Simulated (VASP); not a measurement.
A run of VASP 6.6.1:

Contents of INCAR:

```
SYSTEM = Cr
PREC = Accurate
ENCUT = 600
EDIFF = 1E-6
ISMEAR = 0
SIGMA = 0.1
LREAL = .False.
LASPH = .True.
NELM = 100
ALGO = Normal
ISIF = 3
LWAVE = .False.
LCHARG = .False.
GGA = PS
IBRION = 2
NSW = 90
EDIFFG = -0.04
```

File KPOINTS:

```
Automatic mesh
0
Gamma
  6 6 2
  0 0 0
```

The input POSCAR:

```
Cr
1.0
    2.8812770771      0.0000000000      0.0000000000
   -1.4406385386      2.4952591441      0.0000000000
    0.0000000000      0.0000000000      7.8473806572
Cr
4
Direct
    0.0000000000      0.0000000000      0.2500000000
    0.0000000000      0.0000000000      0.7500000000
    0.3333333333      0.6666666667      0.7500000000
    0.6666666667      0.3333333333      0.2500000000
```

Potentials or basis: VASP PAW PBE potentials, release 64 (Cr_pv).

Launch:

```console
$ cat potpaw_PBE.64/Cr_pv/POTCAR > POTCAR
$ mpirun -np 1 vasp_std > vasp.out
```

Hardware: 1 thread of Intel(R) Xeon(R) 6975P-C (Granite Rapids), with other jobs on the host.

Q: Estimate the wall time of this run.

A: Run time: 4.9 min on 1 thread of Intel(R) Xeon(R) 6975P-C (Granite Rapids), on a shared host, peak memory 0.2 GiB. Counts: scf iterations 318, k points 14, ion steps 22.
